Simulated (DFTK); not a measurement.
**KF (Carobbiite) under changes of volume**

One of the cells (19.074 Å³/atom); the others are scaled copies at fixed shape and fractional positions:

```xyz
2
Lattice="0.0000 2.6719 2.6719 2.6719 0.0000 2.6719 2.6719 2.6719 0.0000" Properties=species:S:1:pos:R:3 pbc="T T T"
K     0.0000    0.0000    0.0000
F     2.6719    2.6719    2.6719
```

| Property | Result |
| --- | --- |
| Program | DFTK 0.8.2 |
| Functional | PBEsol |
| Potentials or basis | dojo.nc.sr.pbesol.v0_4_1.standard.upf (PBEsol) |
| Cutoff | 1143 eV |
| k mesh | 9 × 9 × 9 |
| Occupations | fermi-dirac, width 0.05 eV |
| Spin | no spin polarisation |

| volume (Å³/atom) | energy over the lowest point (meV/atom) | pressure (GPa) | gap on the mesh (eV) |
| --- | --- | --- | --- |
| 17.929 | 2.97 | 1.4 | 6.38 |
| 18.311 | 0.58 | 0.6 | 6.27 |
| 18.692 | 0.00 | -0.1 | 6.16 |
| 19.074 | 1.01 | -0.7 | 6.06 |
| 19.455 | ? | ? | ? |
| 19.837 | 7.10 | -1.8 | 5.87 |
| 20.218 | 11.87 | -2.2 | 5.78 |

Q: What does the run at 19.455 Å³/atom give?

A: Energy over the lowest point 3.43 meV/atom; pressure -1.3 GPa; gap on the mesh 5.96 eV.

Worked out: A Birch-Murnaghan fit of order 3 (a polynomial in V^(-2/3)) to the other rows has its minimum at 18.63 Å³/atom with B0 = V·E''(V) = 33 GPa and B' = 4.9. It gives 3.43 meV/atom at 19.455 Å³/atom, against the run's 3.43, and -dE/dV = -1.3 GPa, against -1.3. A straight line through the other rows of the gap, of slope -4.98 eV per unit of ln V (its deformation potential), gives 5.97 eV, against the run's 5.96.

Energies are extrapolated to zero smearing.

Caveats: an odd mesh through Γ misses points on the zone boundary, where band edges often lie.
